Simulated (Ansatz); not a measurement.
# Response of ZnS to small distortions

```
Zn S
1.0
     3.81100    0.00000    0.00000
    -1.90550    3.30042    0.00000
     0.00000    0.00000    6.23400
Zn S
2 2
Direct
  0.33333 0.66667 0.00000
  0.66667 0.33333 0.50000
  0.33333 0.66667 0.38500
  0.66667 0.33333 0.88500
```

Atom numbers follow the list: Zn1, Zn2, S3, S4.

The cell is COD entry 9008878, as deposited and not checked against the literature; nothing was relaxed. It differs from other determinations.

Method: Ansatz 0.2.0, DFT, PBEsol, all-electron LAPW, scalar-relativistic.

Sampling and basis: a Γ-centred 8×8×5 k mesh, Fermi–Dirac smearing of 0.03 eV, basis error target 1 meV/atom, no spin polarisation.

The unchanged cell is at -1.28 GPa.

Semilocal functionals give too small gaps.

x, y and z are the Cartesian axes of the cell as listed; fractional coordinates follow a strain, and an engineering shear is twice the off-diagonal strain component.

(1) With this change (equal xy, yz and zx engineering shear strains of -3 %), what becomes of the energy and stress and forces and gap?

With equal xy, yz and zx engineering shear strains of -1 %: energy change under 1 meV/atom; stress change (xx, yy, zz, yz, xz, xy) 0.02, 0.02, 0.01, 0.37, 0.37, 0.58 GPa, compression positive; change of the force on S4 (-0.107, -0.039, -0.002) eV/Å; gap on the k mesh 2.11 → 2.08 eV.

(2) With this change (equal xy, yz and zx engineering shear strains of +2 %), what becomes of the energy and stress and forces and gap?

Results:

(1) Energy change +7 meV/atom; stress change (xx, yy, zz, yz, xz, xy) 0.18, 0.14, 0.07, 1.11, 1.11, 1.77 GPa, compression positive; change of the force on S4 (-0.344, -0.132, -0.021) eV/Å; gap on the k mesh 2.11 → 2.00 eV.

(2) Energy change +3 meV/atom; stress change (xx, yy, zz, yz, xz, xy) 0.08, 0.06, 0.03, -0.72, -0.72, -1.15 GPa, compression positive; change of the force on S4 (0.195, 0.063, -0.009) eV/Å; gap on the k mesh 2.11 → 2.07 eV.
